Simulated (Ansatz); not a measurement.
BN in the zincblende structure (r2SCAN geometry), in Ansatz:

```xyz
2
Lattice="0.0000 1.8048 1.8048 1.8048 0.0000 1.8048 1.8048 1.8048 0.0000" Properties=species:S:1:pos:R:3 pbc="T T T"
B     0.0000    0.0000    0.0000
N     0.9024    0.9024    0.9024
```

G0W0@PBE with 64 empty bands, a screening cutoff of 180 eV and an 8×8×8 mesh (PAW, contour deformation) gives 6.079 eV over the mesh points, from a PBE gap of 4.476 eV; it sums over 68 bands with 59 plane waves in the screening and a wave cutoff of 420 eV. No extrapolation in bands, cutoff or mesh was made for G0W0. (Simulation; spin polarisation is off.)

(1) Estimate the gap with potentials of the kind norm-conserving, with them a wave cutoff of 1240 eV.

(2) Estimate the gap with frequency model Godby-Needs pole.

(3) Estimate the gap with starting point r2SCAN, with them a wave cutoff of 500 eV.

(4) Estimate the gap with starting point PBE0.

## Answers

(1) 6.095 eV (+0.016 eV), from a Kohn-Sham gap of 4.470 eV.

(2) 6.024 eV (-0.055 eV), from a Kohn-Sham gap of 4.476 eV.

(3) 6.279 eV (+0.200 eV), from a Kohn-Sham gap of 5.003 eV.

(4) 6.729 eV (+0.650 eV), from a Kohn-Sham gap of 6.558 eV.
